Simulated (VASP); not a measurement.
# Cs (Fm-3m) in VASP: notebook, part 2 of 2

VASP 6.6.1. The steps go on from the part before.

## 3. Single point, PBEsol (strained and moved within the space group)

File INCAR:

```
ALGO = Fast
EDIFF = 1E-7
ENCUT = 520
GGA = PS
ISIF = 2
ISMEAR = 0
LASPH = True
LCHARG = False
LREAL = False
LWAVE = False
NBANDS = 10
NELM = 100
PREC = Accurate
SIGMA = 0.1
```

File KPOINTS:

```
k-points
0
Gamma
  10 10 10
```

File POSCAR:

```
Cs
1.0
    0.0000000000      3.8923483392      3.8923483392
    3.8923483392      0.0000000000      3.8923483392
    3.8923483392      3.8923483392      0.0000000000
Cs
1
Direct
    0.0000000000      0.0000000000      0.0000000000
```

Potentials or basis: VASP PAW PBE potentials, release 64 (Cs_sv).

The run is started by

```sh
cat potpaw_PBE.64/Cs_sv/POTCAR > POTCAR
mpirun -np 1 vasp_std > vasp.out
```

OUTCAR:

```text
EDIFF = 1E-7
   ENCUT = 520
   GGA = PS
   ISIF = 2
   ISMEAR = 0
   LASPH = True
   LREAL = False
   NELM = 100
   PREC = Accurate

 ion  position               nearest neighbor table
   1  0.000  0.000  0.000-

  LATTYP: Found a face centered cubic cell.
 ALAT       =     7.7846966784

  Lattice vectors:

 A1 = (   0.0000000000,   3.8923483392,   3.8923483392)
 A2 = (   3.8923483392,   0.0000000000,   3.8923483392)
 A3 = (   3.8923483392,   3.8923483392,   0.0000000000)

Analysis of symmetry for initial positions (statically):
=====================================================================
 Subroutine PRICEL returns:
 Original cell was already a primitive cell.

 Routine SETGRP: Setting up the symmetry group for a
 face centered cubic supercell.

 Subroutine GETGRP returns: Found 48 space group operations
 (whereof 48 operations were pure point group operations)
 out of a pool of 48 trial point group operations.

The static configuration has the point symmetry O_h .

Analysis of symmetry for dynamics (positions and initial velocities):
=====================================================================
 Subroutine PRICEL returns:
 Original cell was already a primitive cell.

 Routine SETGRP: Setting up the symmetry group for a
 face centered cubic supercell.

 Subroutine GETGRP returns: Found 48 space group operations
 (whereof 48 operations were pure point group operations)
 out of a pool of 48 trial point group operations.

The dynamic configuration has the point symmetry O_h .

 Subroutine INISYM returns: Found 48 space group operations
 (whereof 48 operations are pure point group operations),
 and found     1 'primitive' translations

----------------------------------------------------------------------------------------

                                     Primitive cell

  volume of cell :     117.9411

[... 110 lines left out ...]
   LORBIT       =      0    0 simple, 1 ext, 2 COOP (PROOUT), +10 PAW based schemes
   GGA     = PS    functional components
   LHFCALC =     F    Hartree Fock is set to
   AEXX    =    0.0000 exact exchange contribution
   IVDW    =     0    specifies the selected vdW correction
   LEPSILON=     F    determine dielectric tensor
   LRPA    =     F    only Hartree local field effects (RPA)
 non-spin polarized calculation
 RMM-DIIS sequential band-by-band and
 Gauss-broadening in eV      SIGMA  =   0.10
  energy-cutoff  :      520.00
  volume of cell :      117.94
 maximum number of plane-waves:      3218
 NGX is ok and might be reduce to    42
   NGX = 21   NGY = 21   NGZ = 21

 number of electron       8.9999998 magnetization

 Free energy of the ion-electron system (eV)
  ---------------------------------------------------
  ext. energy  EPLUGINS =         0.00000000
  ---------------------------------------------------
  free energy    TOTEN  =        -0.94070529 eV

  energy without entropy =       -0.93334449  energy(sigma->0) =       -0.93702489

 E-fermi :   0.2957     XC(G=0):  -5.4107

 val. band max:        0.2867751186   @ k =   0.5000   0.0000   0.0000
 cond. band min:       0.3163514209   @ k =   0.5000   0.3000   0.1000
 fundamental gap:      0.0295763023
 Fermi energy:         0.2956962259

 k-point     1 :       0.0000    0.0000    0.0000
  band No.  band energies     occupation
      1     -23.5438      2.00000
      2     -10.2684      2.00000
      3     -10.2684      2.00000
      4     -10.2684      2.00000
      5      -1.3446      2.00000
      6       2.7562      0.00000
      7       2.7562      0.00000
      8       2.7562      0.00000
      9       3.8276      0.00000
     10       3.8276      0.00000
[... 287 lines left out ...]
 k-point    24 :       0.4000    0.3000    0.0000
  band No.  band energies     occupation
      1     -23.5381      2.00000
      2     -10.3640      2.00000
      3     -10.3074      2.00000
      4     -10.3035      2.00000
      5       0.1109      1.99103
      6       1.5493      0.00000
      7       1.9417      0.00000
      8       3.4297      0.00000
      9       3.6112      0.00000
     10       4.5301      0.00000

 [... further k-points ...]

------------------------ aborting loop because EDIFF is reached ----------------------------------------

  FORCE on cell =-STRESS in cart. coord.  units (eV):
  Direction    XX          YY          ZZ          XY          YZ          ZX
  --------------------------------------------------------------------------------------
  -------------------------------------------------------------------------------------
  Total       -0.1049942     -0.1049942     -0.1049942     -0.0000000      0.0000000     -0.0000000
  in kB       -1.4262991     -1.4262991     -1.4262991     -0.0000000      0.0000000     -0.0000000
  external PRESSURE =      -1.4262991 kB  Pullay stress =       0.0000000 kB

 VOLUME and BASIS-vectors are now :
 -----------------------------------------------------------------------------
  energy-cutoff  :      520.00
  volume of cell :      117.94
      direct lattice vectors                 reciprocal lattice vectors
     0.000000000  3.892348339  3.892348339    -0.128457157  0.128457157  0.128457157
     3.892348339  0.000000000  3.892348339     0.128457157 -0.128457157  0.128457157
     3.892348339  3.892348339  0.000000000     0.128457157  0.128457157 -0.128457157

 POSITION                                       TOTAL-FORCE (eV/Angst)
 -----------------------------------------------------------------------------------
      0.00000      0.00000      0.00000         0.000000      0.000000      0.000000
 -----------------------------------------------------------------------------------
    total drift:                               -0.000000     -0.000000     -0.000000

  FREE ENERGIE OF THE ION-ELECTRON SYSTEM (eV)
  ---------------------------------------------------
  free  energy   TOTEN  =        -0.9407052946 eV

  energy  without entropy=       -0.9333444939  energy(sigma->0) =       -0.93702489
```

OSZICAR:

```text
N       E                     dE             d eps       ncg     rms          rms(c)
DAV:   1     0.533094615804E+02    0.53309E+02   -0.28264E+03   940   0.616E+02
DAV:   2     0.428196826798E+01   -0.49027E+02   -0.47871E+02  1292   0.105E+02
DAV:   3    -0.862002070283E+00   -0.51440E+01   -0.51376E+01  1070   0.406E+01
DAV:   4    -0.939679084423E+00   -0.77677E-01   -0.77664E-01  1246   0.578E+00
DAV:   5    -0.940054690305E+00   -0.37561E-03   -0.37560E-03  1248   0.379E-01    0.124E-01
RMM:   6    -0.940199663261E+00   -0.14497E-03   -0.70905E-04  1013   0.140E-01    0.876E-02
RMM:   7    -0.940679211993E+00   -0.47955E-03   -0.30878E-03  1042   0.286E-01    0.277E-02
RMM:   8    -0.940701706435E+00   -0.22494E-04   -0.14222E-04  1323   0.760E-02    0.310E-03
RMM:   9    -0.940704763186E+00   -0.30568E-05   -0.29041E-05  1416   0.273E-02    0.189E-03
RMM:  10    -0.940705540061E+00   -0.77687E-06   -0.53405E-06  1408   0.126E-02    0.204E-03
RMM:  11    -0.940705259666E+00    0.28039E-06   -0.15112E-06  1440   0.561E-03    0.662E-04
RMM:  12    -0.940705294557E+00   -0.34891E-07   -0.45903E-07  1351   0.338E-03
   1 F= -.94070529E+00 E0= -.93702489E+00  d E =-.736080E-02
```

Wall time 30 s (1 thread of Intel Xeon 6975P-C (Granite Rapids), shared host); peak memory 0.26 GiB.

What came out:

| Item | Value |
| --- | --- |
| Free energy | -0.9407 eV |
| Pressure | -0.1 GPa |
| Band gap on the k mesh | none (metal or under the smearing width) |

Levels at points of the mesh, in eV from the Fermi level:
| k point | band 2 | band 3 | band 4 | band 5 | band 6 | band 7 | band 8 | band 9 |
| --- | --- | --- | --- | --- | --- | --- | --- | --- |
| (0.00, 0.00, 0.00) | -10.56 | -10.56 | -10.56 | -1.64 | 2.46 | 2.46 | 2.46 | 3.53 |
| (0.50, 0.00, 0.00) | -10.69 | -10.58 | -10.58 | -0.01 | 0.76 | 2.32 | 2.32 | 4.32 |
| (0.50, 0.50, 0.00) | -10.68 | -10.61 | -10.61 | 0.31 | 1.08 | 1.41 | 3.95 | 3.99 |

Caveat: the PAW data sets were made with another functional, which shifts forces and pressure a little. The run has no spin-orbit coupling, so splittings on Cs are missing.

## 4. Single point, PBEsol (strained and moved within a subgroup)

File INCAR:

```
PREC = Accurate
ENCUT = 520
EDIFF = 1E-6
ISMEAR = 0
SIGMA = 0.1
LREAL = F
LASPH = T
NELM = 100
ALGO = Fast
ISIF = 2
LWAVE = F
LCHARG = F
GGA = PS
NBANDS = 10
ISYM = 0
```

File KPOINTS:

```
regular mesh
0
Gamma
  9 8 9
```

File POSCAR:

```
Cs
1.0
    0.0000000000      4.0883042420      4.0883042420
    4.1672709568     -0.0789667148      4.1672709568
    4.0883042420      4.0883042420      0.0000000000
Cs
1
Direct
    0.0000000000      0.0000000000      0.0000000000
```

The run is started by

```sh
cat potpaw_PBE.64/Cs_sv/POTCAR > POTCAR
mpirun -np 1 vasp_std > vasp.out
```

Wall time 3.8 min (1 thread of Intel Xeon 6975P-C (Granite Rapids), shared host); peak memory 0.62 GiB.

The run converged. Its results:

```yaml
Free_energy: -0.9069 eV
Pressure: -0.3 GPa
Band_gap_on_the_k_mesh: none (metal or under the smearing width)
```

Levels at points of the mesh, in eV from the Fermi level:
| k point | band 2 | band 3 | band 4 | band 5 | band 6 | band 7 | band 8 | band 9 |
| --- | --- | --- | --- | --- | --- | --- | --- | --- |
| (0.00, 0.00, 0.00) | -10.73 | -10.73 | -10.73 | -1.48 | 2.24 | 2.38 | 2.38 | 3.25 |
| (0.00, 0.50, 0.00) | -10.79 | -10.73 | -10.73 | -0.04 | 0.55 | 2.26 | 2.26 | 3.83 |

Caveat: the PAW data sets were made with another functional, which shifts forces and pressure a little. Spin-orbit coupling is left out, which matters for the levels of Cs.
